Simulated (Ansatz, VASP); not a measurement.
# C in VASP and in Ansatz

```
CELL_PARAMETERS angstrom
2.45687 0.00000 0.00000
-1.22843 2.12771 0.00000
0.00000 0.00000 20.84546
ATOMIC_POSITIONS crystal
C 0.00000 0.00000 0.61885
C 0.33333 0.66667 0.61993
```

Alike in both runs: task single point; functional PBEsol; dispersion D4; k mesh 15 × 15 × 1; occupations gaussian, width 0.04 eV; no spin polarisation.

|  | VASP | Ansatz |
| --- | --- | --- |
| version | VASP 6.6.1 | Ansatz 0.2.0 |
| potentials or method | VASP PAW PBE potentials, release 64 (C) | scalar-relativistic, plane waves, PAW |
| plane-wave cutoff (eV) | 520 | 420 |
| valence electrons in the cell | 8 | 8 |

Ansatz gave:

| Quantity | Value |
| --- | --- |
| gap on the k mesh at the Fermi level (eV) | none |
| rms of the force components (eV/Å) | 0.221 |

**Question.** Estimate VASP's values.

**Answer.** gap on the k mesh at the Fermi level (eV): none; rms of the force components (eV/Å): 0.220.

Atom by atom the forces differ by 0.001 eV/Å (rms over components). A gap of «none» marks a metal or a gap that the smearing closes. Ansatz warned: «pseudo_functional_mismatch».

Caveats: the PAW data sets were made with another functional, which shifts forces and pressure a little (VASP).
